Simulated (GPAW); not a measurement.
# A GW chain in GPAW: RbBr (Fm-3m)

How does a plane-wave GW calculation on RbBr (Fm-3m) run from the first input to the gap?

Program: GPAW 26.7.0. Level of theory: PBE and many-body steps on it, plane waves. Results are calculated unless marked as measured.

The database entry behind the starting cell differs from later determinations by our own check (about 0.5 % short), so it need not match the best structure at ambient conditions.

### 1. Set-up

The structure is cubic, space group Fm-3m (No. 225). The conventional cell has a = 6.854 Å, b = 6.854 Å, c = 6.854 Å, α = 90.00°, β = 90.00°, γ = 90.00°. Nearest to Rb lie 6 Br at 3.43 Å. Br has 6 Rb at 3.43 Å nearest. Farther neighbours and most contacts between anions are not listed.

The cell and positions come from the Crystallography Open Database and are kept as given unless a step says otherwise.

### 2. Ground state

This step: GPAW 26.7.0; DFT, PBE, plane waves, PAW.

The ground-state density comes first.

Contents of run.py:

```python
import json
import numpy as np
from gpaw.mpi import world
from ase import Atoms
from gpaw import GPAW, PW, FermiDirac

atoms = Atoms(['Rb', 'Br'],
    cell=[[0.0000000000, 3.4270000000, 3.4270000000],
      [3.4270000000, 0.0000000000, 3.4270000000],
      [3.4270000000, 3.4270000000, 0.0000000000]],
    scaled_positions=[[0.0000000000, 0.0000000000, 0.0000000000],
      [0.5000000000, 0.5000000000, 0.5000000000]],
    pbc=(True, True, True))
calc = GPAW(mode=PW(450),
    xc='PBE',
    kpts={'size': (6, 6, 6), 'gamma': True},
    occupations=FermiDirac(0.001),
    nbands=-7,
    convergence={'density': 1e-6, 'bands': -3},
    maxiter=100,
    txt='gs.txt')
atoms.calc = calc
res = {'energy': atoms.get_potential_energy()}
kpts = calc.get_ibz_k_points()
res['kpts'] = kpts
res['eigenvalues'] = [calc.get_eigenvalues(kpt=k) for k in range(len(kpts))]
res['n_electrons'] = calc.get_number_of_electrons()
calc.write('gs.gpw')

if world.rank == 0:
    with open('result.json', 'w') as f:
        json.dump(res, f, default=lambda x: x.tolist())
```

Run with:

```sh
mpirun -n 8 gpaw python run.py
```

Numbers of over 12 decimals in the logs are rounded to 6 here.

The program printed:

```text
__  _  _
 | _ |_)|_||  |
 |__||  | ||/\| - 26.7.0

Input parameters:
  mode=PW(ecut=450.000000),
  convergence={'density': 1e-06, 'bands': -3},
  kpts=MonkhorstPack(size=(6, 6, 6), gamma=True),
  maxiter=100,
  nbands=-7,
  occupations=Occupations(name='fermi-dirac', width=0.001, fixmagmom=False),
  xc=XC(name='PBE')
  [... matrices ...]
Diagonalizing LCAO Hamiltonian
Converting LCAO to pw mode

                  Br

       Rb

Atoms  # Å, Bohr magnetons
|   | symbol |        x |        y |        z |    initial magnetic moments |
| 0 |     Rb | 0.000000 | 0.000000 | 0.000000 | ( 0.0000,  0.0000,  0.0000) |
| 1 |     Br | 3.427000 | 3.427000 | 3.427000 | ( 0.0000,  0.0000,  0.0000) |

Unit cell  # Å
| periodic |        x |        y |        z |  lengths |    angles |
|      yes | 0.000000 | 3.427000 | 3.427000 | 4.846510 | 60.000000 |
|      yes | 3.427000 | 0.000000 | 3.427000 | 4.846510 | 60.000000 |
|      yes | 3.427000 | 3.427000 | 0.000000 | 4.846510 | 60.000000 |

Number of symmetries: 48
Symmetry operations  # r_c * U_cc + t_c -> r_c
|    | kind |            matrix            |
|  0 |  σ   |  1, 0, 0,  1, 0,-1,  1,-1, 0 |
|  1 |  C2  |  1, 0, 0,  1,-1, 0,  1, 0,-1 |
|  2 |  E   |  1, 0, 0,  0, 1, 0,  0, 0, 1 |
|  3 |  σ   |  1, 0, 0,  0, 0, 1,  0, 1, 0 |
|  4 |  C4  |  1, 0,-1,  1, 0, 0,  1,-1, 0 |
|  5 |  S6  |  1, 0,-1,  1,-1, 0,  1, 0, 0 |
|  6 |  σ   |  1, 0,-1,  0, 1,-1,  0, 0,-1 |
|  7 |  C3  |  1, 0,-1,  0, 0,-1,  0, 1,-1 |
|  8 |  S6  |  1,-1, 0,  1, 0, 0,  1, 0,-1 |
|  9 |  C4  |  1,-1, 0,  1, 0,-1,  1, 0, 0 |
| 10 |  C3  |  1,-1, 0,  0,-1, 1,  0,-1, 0 |
| 11 |  σ   |  1,-1, 0,  0,-1, 0,  0,-1, 1 |
| 12 |  σ   |  0, 1, 0,  1, 0, 0,  0, 0, 1 |
| 13 |  C4  |  0, 1, 0,  0, 1,-1, -1, 1, 0 |
| 14 |  C3  |  0, 1, 0,  0, 0, 1,  1, 0, 0 |
| 15 |  S6  |  0, 1, 0, -1, 1, 0,  0, 1,-1 |
| 16 |  C2  |  0, 1,-1,  1, 0,-1,  0, 0,-1 |
| 17 |  σ   |  0, 1,-1,  0, 1, 0, -1, 1, 0 |
| 18 |  S4  |  0, 1,-1,  0, 0,-1,  1, 0,-1 |
| 19 |  C4  |  0, 1,-1, -1, 1, 0,  0, 1, 0 |
| 20 |  C3  |  0, 0, 1,  1, 0, 0,  0, 1, 0 |
| 21 |  σ   |  0, 0, 1,  0, 1, 0,  1, 0, 0 |
| 22 |  S6  |  0, 0, 1,  0,-1, 1, -1, 0, 1 |
| 23 |  C4  |  0, 0, 1, -1, 0, 1,  0,-1, 1 |
| 24 |  S4  |  0, 0,-1,  1, 0,-1,  0, 1,-1 |
| 25 |  C3  |  0, 0,-1,  0, 1,-1,  1, 0,-1 |
| 26 |  C2  |  0, 0,-1,  0,-1, 0, -1, 0, 0 |
| 27 |  S6  |  0, 0,-1, -1, 0, 0,  0,-1, 0 |
| 28 |  S4  |  0,-1, 1,  1,-1, 0,  0,-1, 0 |
| 29 |  C4  |  0,-1, 1,  0, 0, 1, -1, 0, 1 |
| 30 |  C2  |  0,-1, 1,  0,-1, 0,  1,-1, 0 |
| 31 |  σ   |  0,-1, 1, -1, 0, 1,  0, 0, 1 |
| 32 |  C3  |  0,-1, 0,  1,-1, 0,  0,-1, 1 |
| 33 |  S6  |  0,-1, 0,  0, 0,-1, -1, 0, 0 |
| 34 |  S4  |  0,-1, 0,  0,-1, 1,  1,-1, 0 |
| 35 |  C2  |  0,-1, 0, -1, 0, 0,  0, 0,-1 |
| 36 |  C2  | -1, 1, 0,  0, 1, 0,  0, 1,-1 |
| 37 |  S6  | -1, 1, 0,  0, 1,-1,  0, 1, 0 |
| 38 |  S4  | -1, 1, 0, -1, 0, 1, -1, 0, 0 |
| 39 |  C3  | -1, 1, 0, -1, 0, 0, -1, 0, 1 |
| 40 |  S6  | -1, 0, 1,  0, 0, 1,  0,-1, 1 |
| 41 |  C2  | -1, 0, 1,  0,-1, 1,  0, 0, 1 |
| 42 |  C3  | -1, 0, 1, -1, 1, 0, -1, 0, 0 |
| 43 |  S4  | -1, 0, 1, -1, 0, 0, -1, 1, 0 |
| 44 |  C2  | -1, 0, 0,  0, 0,-1,  0,-1, 0 |
| 45 |  i   | -1, 0, 0,  0,-1, 0,  0, 0,-1 |
| 46 |  σ   | -1, 0, 0, -1, 1, 0, -1, 0, 1 |
| 47 |  C2  | -1, 0, 0, -1, 0, 1, -1, 1, 0 |

BZ-sampling:
  Number of BZ points: 216
  Number of IBZ points: 16

  Monkhorst-Pack size: [6, 6, 6]
  Monkhorst-Pack shift: [0.083333, 0.083333, 0.083333]

K-points  # in reciprocal-cell coordinates
|     |                                coordinates |     weight |
|   0 | (  0.00000000,   0.00000000,   0.00000000) | 0.00462963 |
|   1 | (  0.16666667,   0.16666667,   0.00000000) | 0.02777778 |
|   2 | (  0.16666667,   0.16666667,   0.16666667) | 0.03703704 |
|   3 | (  0.33333333,   0.16666667,   0.16666667) | 0.05555556 |
|   4 | (  0.33333333,   0.33333333,  -0.33333333) | 0.05555556 |
|   5 | (  0.33333333,   0.33333333,   0.00000000) | 0.02777778 |
|   6 | (  0.33333333,   0.33333333,   0.16666667) | 0.11111111 |
|   7 | (  0.33333333,   0.33333333,   0.33333333) | 0.03703704 |
|   8 | (  0.50000000,   0.33333333,  -0.33333333) | 0.11111111 |
|   9 | (  0.50000000,   0.33333333,  -0.16666667) | 0.05555556 |
| ... |                                            |            |
|  15 | (  0.50000000,   0.50000000,   0.50000000) | 0.01851852 |

Plane wave coefficients: 1807
Cutoff: 450.000000 eV

Spin-components: 1 (collinear spins)
Bands:           15
Projectors:      10
Spin-degeneracy: 2
Datatype:        complex128

  Storage: CPU
  Wave functions: 6_938_880 bytes (867_360 per core)
  Projectors: 9_714_432 bytes (1_214_304 per core)
  [... matrices ...]
Parallelization:
  kpt:    8
  domain: 1
  band:   1

Density:
  Valence electrons: 16.0
  Components: 1
  Grid points: [24 24 24]
  Charge: 0.0  # |e|

Potential:
  Grid points: [24 24 24]

species:
  Rb:
    name:    Rubidium
    Z:       37.0
    valence: 9
    core:    28
    charge:  0.0  # [|e|]
    compensation charges:
      type: gauss
      rc: 0.38  # [Å]
      lmax: 2
    cutoffs:
      filter: 2.43  # [Å]
      core: 1.99  # [Å]
    projectors
    | kind |    occ | energy [eV] | rcut [Å] |
    |   4s |  2.000 |     -31.879 |    1.376 |
    |   5s |  1.000 |      -2.231 |    1.376 |
    |   4p |  6.000 |     -15.966 |    1.270 |
    |    p |        |      11.245 |    1.270 |
    |    d |        |       0.000 |    1.217 |

    Using partial waves for Rb as LCAO basis

  Br:
    name:    Bromine
    Z:       35.0
    valence: 7
    core:    28
    charge:  0.0  # [|e|]
    compensation charges:
      type: gauss
      rc: 0.35  # [Å]
      lmax: 2
    cutoffs:
      filter: 1.98  # [Å]
      core: 2.38  # [Å]
    projectors
    | kind |    occ | energy [eV] | rcut [Å] |
    |   4s |  2.000 |     -20.121 |    1.111 |
    |   4p |  5.000 |      -7.861 |    1.111 |
    |    s |        |       7.091 |    1.111 |
    |    p |        |      19.351 |    1.111 |
    |    d |        |       0.000 |    1.111 |

    Using partial waves for Br as LCAO basis

Reference energy: -152005.600152  # eV

eigensolver:
  PPCG
  Converge bands: -3
  niter=2

density mixing:
  MSR1-Mixer
  Pratt-step length: 0.05
  Maximum mixing coefficient: 0.75
  Old densities: 10
  SVD Regularization: 0.005
  Good broyden scale: 1.0
  Trust region scale: 1.0
  Backstep threshold: 4.0
  History deletion threshold: 6.0
  Fourier metric: weight=20.0, sigma=0.015

occupation numbers:
  Fermi-Dirac:
    width: 0.0010  # eV

poisson solver:
  ecut: 3600.000000  # eV

xc functional:
  name: PBE with 2 nearest neighbor stencil

Initialization done in: 0.798 s

convergence criteria:
- Maximum integral of absolute [dens]ity change: 1e-06 electrons / valence electron
- Maximum [total energy] change in last 3 cyles: 0.0005 eV / valence electron
- Maximum integral of absolute [eigenst]ate change: 4e-08 eV^2 / valence electron
maximum number of iterations: 100

SCF iterations
|iter     |     time |      energy | eigst |  dens |
|iter:   1|  |   -6.188160 | +1.58 |       |
|iter:   2|  |   -6.157099 | +0.25 | -1.28 |
|iter:   3|  |   -6.038794 | -0.28 | -1.32 |
|iter:   4|  |   -6.044353 | -1.22 | -1.75 |
|iter:   5|  |   -6.046754c| -1.87 | -2.14 |
|iter:   6|  |   -6.046831c| -2.94 | -3.04 |
|iter:   7|  |   -6.046844c| -3.66 | -3.48 |
|iter:   8|  |   -6.046844c| -4.27 | -4.25 |
|iter:   9|  |   -6.046844c| -4.72 | -5.09 |
|iter:  10|  |   -6.046844c| -5.53 | -5.71 |
|iter:  11|  |   -6.046844c| -6.35 | -6.66c|
|iter:  12|  |   -6.046844c| -7.13 | -7.24c|
|iter:  13|  |   -6.046844c| -7.83c| -8.16c|

Converged in 13 steps
SCF loop duration: 1.582 s (0.122 s/step)
Energy contributions relative to reference atoms: (reference = -152005.600152)
  [... matrices ...]
Energy contributions:
  Kinetic:          10.335599
  Coulomb:          -9.683160
  Zero:             -0.067811
  External:          0.000000
  Xc:               -6.631472
  Entropy:          -0.000000
  Spinorbit:         0.000000
  ----------------------------
  Free energy:      -6.046844
  Extrapolated:     -6.046844

dipole moment: (-26.243156, -26.243156, -26.243156)  # |e|*Ang

Fermi level: 1.657
Eigenvalues  # (at kpt = [0.000, 0.000, 0.000])
| band index |      eig [eV] | occ [0-2] |
|          0 |       -24.489 |     2.000 |
|          1 |       -12.251 |     2.000 |
|          2 |        -8.578 |     2.000 |
|          3 |        -8.578 |     2.000 |
|          4 |        -8.578 |     2.000 |
|          5 |        -0.082 |     2.000 |
|          6 |        -0.082 |     2.000 |
|          7 |        -0.082 |     2.000 |
|          8 |         4.286 |     0.000 |
|          9 |         7.203 |     0.000 |
|         10 |         7.203 |     0.000 |
|         11 |         7.203 |     0.000 |
|         12 |         8.092 |     0.000 |
|         13 |         8.092 |     0.000 |
|         14 |        10.921 |     0.000 |

Gap: 4.368 eV
Transition (v -> c):
  (s=0, k=0, n=7, [0.00, 0.00, 0.00]) -> (s=0, k=0, n=8, [0.00, 0.00, 0.00])
No difference between direct/indirect transitions
# Writing to gs.gpw (mode='')
  [... matrices ...]
```

It took 3.9 s on 8 MPI ranks of Arm Neoverse V2, shared host; peak memory 1.2 GiB.

This step gave:

* total energy: -6.047 eV
* gap: 4.368 eV
* k of the valence top: 0, 0, 0
* k of the conduction bottom: 0, 0, 0
* least direct gap: 4.368 eV

The gap is direct, at Γ.

### 3. Bands along the symmetry lines

Levels along a band path, at the cheap level, show where the edges lie and whether the meshes to come will hold them.

Contents of run.py:

```python
import json
import numpy as np
from gpaw.mpi import world
from gpaw import GPAW

path = [[0.000000, 0.000000, 0.000000],
    [0.062500, 0.000000, 0.062500],
    [0.125000, 0.000000, 0.125000],
    [0.187500, 0.000000, 0.187500],
    [0.250000, 0.000000, 0.250000],
    [0.312500, 0.000000, 0.312500],
    [0.375000, 0.000000, 0.375000],
    [0.437500, 0.000000, 0.437500],
    [0.500000, 0.000000, 0.500000],
    [0.515625, 0.031250, 0.515625],
    [0.531250, 0.062500, 0.531250],
    [0.546875, 0.093750, 0.546875],
    [0.562500, 0.125000, 0.562500],
    [0.578125, 0.156250, 0.578125],
    [0.593750, 0.187500, 0.593750],
    [0.609375, 0.218750, 0.609375],
    [0.625000, 0.250000, 0.625000],
    [0.375000, 0.375000, 0.750000],
    [0.328125, 0.328125, 0.656250],
    [0.281250, 0.281250, 0.562500],
    [0.234375, 0.234375, 0.468750],
    [0.187500, 0.187500, 0.375000],
    [0.140625, 0.140625, 0.281250],
    [0.093750, 0.093750, 0.187500],
    [0.046875, 0.046875, 0.093750],
    [0.000000, 0.000000, 0.000000],
    [0.062500, 0.062500, 0.062500],
    [0.125000, 0.125000, 0.125000],
    [0.187500, 0.187500, 0.187500],
    [0.250000, 0.250000, 0.250000],
    [0.312500, 0.312500, 0.312500],
    [0.375000, 0.375000, 0.375000],
    [0.437500, 0.437500, 0.437500],
    [0.500000, 0.500000, 0.500000],
    [0.500000, 0.468750, 0.531250],
    [0.500000, 0.437500, 0.562500],
    [0.500000, 0.406250, 0.593750],
    [0.500000, 0.375000, 0.625000],
    [0.500000, 0.343750, 0.656250],
    [0.500000, 0.312500, 0.687500],
    [0.500000, 0.281250, 0.718750],
    [0.500000, 0.250000, 0.750000],
    [0.500000, 0.218750, 0.718750],
    [0.500000, 0.187500, 0.687500],
    [0.500000, 0.156250, 0.656250],
    [0.500000, 0.125000, 0.625000],
    [0.500000, 0.093750, 0.593750],
    [0.500000, 0.062500, 0.562500],
    [0.500000, 0.031250, 0.531250],
    [0.500000, 0.000000, 0.500000]]
calc = GPAW('gs.gpw').fixed_density(kpts=path,
    symmetry='off',
    nbands=18,
    convergence={'bands': 14},
    txt='bands.txt')
res = {}
kpts = calc.get_ibz_k_points()
res['kpts'] = kpts
res['eigenvalues'] = [calc.get_eigenvalues(kpt=k) for k in range(len(kpts))]
res['n_electrons'] = calc.get_number_of_electrons()

if world.rank == 0:
    with open('result.json', 'w') as f:
        json.dump(res, f, default=lambda x: x.tolist())
```

Run with:

```sh
mpirun -n 8 gpaw python run.py
```

The program printed:

```text
Diagonalizing LCAO Hamiltonian
Converting LCAO to pw mode
convergence criteria:
- Maximum integral of absolute [eigenst]ate change: 4e-08 eV^2 / valence electron
maximum number of iterations: 100

SCF iterations
|iter     |     time |      energy | eigst |  dens |
|iter:   1|  |             | +1.89 |       |
|iter:   2|  |             | +0.98 |       |
|iter:   3|  |             | +0.12 |       |
[...]
|iter:   8|  |             | -6.22 |       |
|iter:   9|  |             | -7.19 |       |
|iter:  10|  |             | -7.92c|       |
SCF steps: 10
  __  _  _
 | _ |_)|_||  |
 |__||  | ||/\| - 26.7.0

Input parameters:
  mode=PW(ecut=450.000000),
  convergence={'bands': 14},
  gpts=array([24, 24, 24]),
  kpts=KPoints(kpts=array([[0.      , 0.      , 0.      ],
         [0.0625  , 0.      , 0.0625  ],
         [0.125   , 0.      , 0.125   ],
         [0.1875  , 0.      , 0.1875  ],
[...]
[0.515625, 0.03125 , 0.515625],
[...]
[0.546875, 0.09375 , 0.546875],
[...]
[0.578125, 0.15625 , 0.578125],
[...]
[0.609375, 0.21875 , 0.609375],
[...]
[0.328125, 0.328125, 0.65625 ],
[...]
[0.234375, 0.234375, 0.46875 ],
[...]
[0.140625, 0.140625, 0.28125 ],
[...]
[0.046875, 0.046875, 0.09375 ],
[...]
[0.5     , 0.0625  , 0.5625  ],
         [0.5     , 0.03125 , 0.53125 ],
         [0.5     , 0.      , 0.5     ]])),
  maxiter=100,
  nbands=18,
  occupations=Occupations(name='fermi-dirac', width=0.001, fixmagmom=False),
  parallel={},
  symmetry=Symmetry(point_group=False, time_reversal=False),
  xc=XC(name='PBE')
  [... matrices ...]
timing:  # [seconds]
  Total: 0.024  # ━━━━━━━━━━━━━━━━━━━━━━━━━━━━━━━━━━━━━━━━━━━━━━━━━━━━━━━━━━━
```

Wall time 4.9 s (8 MPI ranks); peak memory 1.3 GiB.

Numbers from this step:

| Item | Value |
| --- | --- |
| gap | 4.368 eV |
| k of the valence top | 0, 0, 0 |
| k of the conduction bottom | 0, 0, 0 |
| least direct gap | 4.368 eV |

The gap is 4.368 eV, as in the run before at this level.

The electronic bands at the labelled points (eV, zero at the top of the highest filled band; v1 is the highest filled band, c1 the lowest empty one):

```
    point     v4     v3     v2     v1    c1    c2    c3    c4
        Γ  -8.50   0.00   0.00   0.00  4.37  7.29  7.29  7.29
  halfway  -8.49  -0.60  -0.10  -0.10  5.72  6.25  8.62  8.76
        X  -8.57  -0.47  -0.16  -0.16  5.61  7.14  9.21  9.21
  halfway  -8.56  -0.46  -0.26  -0.19  5.82  7.41  8.82  9.28
        U  -8.53  -0.49  -0.41  -0.26  6.35  8.13  8.17  8.87
jump to K  -8.53  -0.49  -0.41  -0.26  6.35  8.13  8.17  8.87
  halfway  -8.46  -0.67  -0.28  -0.15  6.04  6.99  8.06  8.81
        Γ  -8.50   0.00   0.00   0.00  4.37  7.29  7.29  7.29
  halfway  -8.47  -0.56  -0.18  -0.18  5.64  7.15  8.01  8.01
        L  -8.45  -0.99  -0.35  -0.35  6.82  7.72  9.50  9.50
  halfway  -8.48  -0.76  -0.35  -0.33  6.98  7.42  8.88  9.00
        W  -8.48  -0.49  -0.35  -0.35  7.09  7.09  8.27  8.62
  halfway  -8.52  -0.44  -0.33  -0.22  6.02  7.61  8.43  9.14
        X  -8.57  -0.47  -0.16  -0.16  5.61  7.14  9.21  9.21
```

The electronic bands as a text plot (rows in eV, shown from -8.0 to 8.2 only):

```
    7.8 |+ +++          ++++    +++++ ++   ++   ++++++      ++
    7.2 |++++      +++++    ++++++++++++++++++++  ++++++++++  +++
    6.5 |    ++++++      +++  ++               +++         ++
    5.8 |     +++++++++++       +           +++              ++++
    5.1 |  +++                   ++++      +
    4.5 |++                          ++++++
    3.8 |
    3.1 |
    2.4 |
    1.8 |
    1.1 |
    0.4 |
   -0.2 |********************************************************
   -0.9 |     ****         ******            ***********
   -1.6 |
   -2.3 |
   -2.9 |
   -3.6 |
   -4.3 |
   -5.0 |
   -5.6 |
   -6.3 |
   -7.0 |
   -7.7 |
         Γ           X  U|K            Γ         L        W     X
```

### 4. Empty states on the mesh, 4×4×4 mesh, 1206 bands

The sums over transitions need many empty states on a uniform mesh; this step solves for them.

Contents of run.py:

```python
import json
import numpy as np
from gpaw.mpi import world
from gpaw import GPAW

calc = GPAW('gs.gpw').fixed_density(kpts={'size': (4, 4, 4), 'gamma': True},
    parallel={'domain': 1, 'band': 1},
    txt='nscf.txt')
calc.diagonalize_full_hamiltonian(nbands=1206)
calc.write('full.gpw', mode='all')
res = {}
kpts = calc.get_ibz_k_points()
res['kpts'] = kpts
res['eigenvalues'] = [calc.get_eigenvalues(kpt=k) for k in range(len(kpts))]
res['n_electrons'] = calc.get_number_of_electrons()

if world.rank == 0:
    with open('result.json', 'w') as f:
        json.dump(res, f, default=lambda x: x.tolist())
```

Run with:

```sh
mpirun -n 8 gpaw python run.py
```

The program printed:

```text
Diagonalizing LCAO Hamiltonian
Converting LCAO to pw mode
convergence criteria:
- Maximum integral of absolute [eigenst]ate change: 4e-08 eV^2 / valence electron
maximum number of iterations: 100

SCF iterations
|iter     |     time |      energy | eigst |  dens |
|iter:   1|  |             | +1.55 |       |
|iter:   2|  |             | +0.41 |       |
|iter:   3|  |             | -0.35 |       |
[...]
|iter:  14|  |             | -6.77 |       |
|iter:  15|  |             | -7.06 |       |
|iter:  16|  |             | -7.40c|       |
SCF steps: 16
  __  _  _
 | _ |_)|_||  |
 |__||  | ||/\| - 26.7.0

Input parameters:
  mode=PW(ecut=450.000000),
  convergence={'density': 1e-06, 'bands': -3},
  gpts=array([24, 24, 24]),
  kpts=MonkhorstPack(size=(4, 4, 4), gamma=True),
  maxiter=100,
  nbands=15,
  occupations=Occupations(name='fermi-dirac', width=0.001, fixmagmom=False),
  parallel={'domain': 1, 'band': 1},
  xc=XC(name='PBE')
Matrix size: 1807x1807
# Writing to full.gpw (mode='all')
  [... matrices ...]

timing:  # [seconds]
  Total: 7.287  # ━━━━━━━━━━━━━━━━━━━━━━━━━━━━━━━━━━━━━━━━━━━━━━━━━━━━━━━━━━━
```

The job ended after 10 s (8 MPI ranks; peak memory 3 GiB).

This step gave:

```yaml
gap: 4.368 eV
k_of_the_valence_top: 0, 0, 0
k_of_the_conduction_bottom: 0, 0, 0
least_direct_gap: 4.368 eV
k_points_computed: 8
lowest_point_of_the_top_converged_band_above_the_valence_top: 340.8849 eV
```

On this mesh the gap is 4.368 eV.

[end of part 1 of 2]

[Paths, hosts, dates, memory and timing lines, banners, echoed tables and standing remarks are left out of the program output.]

[Logs are printed without paths, hosts, clocks, repeated set-up lines and the standing remarks that a program may print on its own settings, such as how far it seeks lower states.]

[Runs of the session that timed out or met a known fault of the program may be left out.]

[Hosts, paths, dates, database ids (printed as entryN), source tags and the programs' standing remarks are cut or masked in the printed files.]
